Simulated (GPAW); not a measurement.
Runs of GPAW 26.7.0 on ZnO (zincite). The structure is hexagonal, space group P6_3mc (No. 186). Conventional cell: a = 3.249 Å, b = 3.249 Å, c = 5.206 Å, α = 90.00°, β = 90.00°, γ = 120.00°. Zn (site symmetry 3m) is surrounded by 4 O at 1.97 to 1.98 Å. O (site symmetry 3m) is surrounded by 4 Zn at 1.97 to 1.98 Å. 

```tsv
task	level	potentials or basis	cell	k mesh	cutoff (eV)	smearing	maxiter	band path	band points	optimizer	fmax	gap on the mesh (eV)	pressure (GPa)	largest force (eV/Å)
band structure	vdW-DF	GPAW PAW data sets (gpaw-data 1.2.1), pw	as given	6 × 6 × 3	800	fermi-dirac 0.05 eV	150	GMKGALHA,LM,KH	100	-	-	(b)	-	0.09
band structure	BP86	PAW data sets generated in the run's folder for this functional, pw	as given	6 × 6 × 3	800	fermi-dirac 0.05 eV	150	GMKGALHA,LM,KH	60	-	-	0.81	3.6	(c)
relaxation of cell and atoms	TASK	GPAW PAW data sets (gpaw-data 1.2.1), pw	relaxed	6 × 6 × 3	800	fermi-dirac 0.05 eV	150	-	-	LBFGS	0.01 eV/Å	(a)	-0.1	-
dielectric tensor	LDA	the program's PAW data sets (release 1.2.1) made for this functional, pw	as given	8 × 8 × 4	600	fermi-dirac 0.001 eV	150	-	-	-	-	0.73	-	-
single point	LDA	the program's PAW data sets (release 1.2.1) made for this functional, pw	as given	8 × 8 × 4	600	fermi-dirac 0.05 eV	120	-	-	-	-	0.73	-12.3	0.05
```

Alike in all rows: no spin polarisation.

Question: Estimate the missing entries.

Answer: (a) 1.99; (b) 1.09; (c) 0.07.

Caveats: the PAW data sets were made with another functional, which shifts forces and pressure a little (some runs); later steps reuse the first step's grids (some runs); the dielectric constant isn't converged in the k mesh (some runs); the long-wavelength limit can be off by several per cent where d states take part (some runs); an odd mesh through Γ misses points on the zone boundary, where band edges often lie (some runs); the cutoff is short for stress and forces, so pressures can be off by a GPa or more (some runs).

Runs at the PBE level aren't shown here.
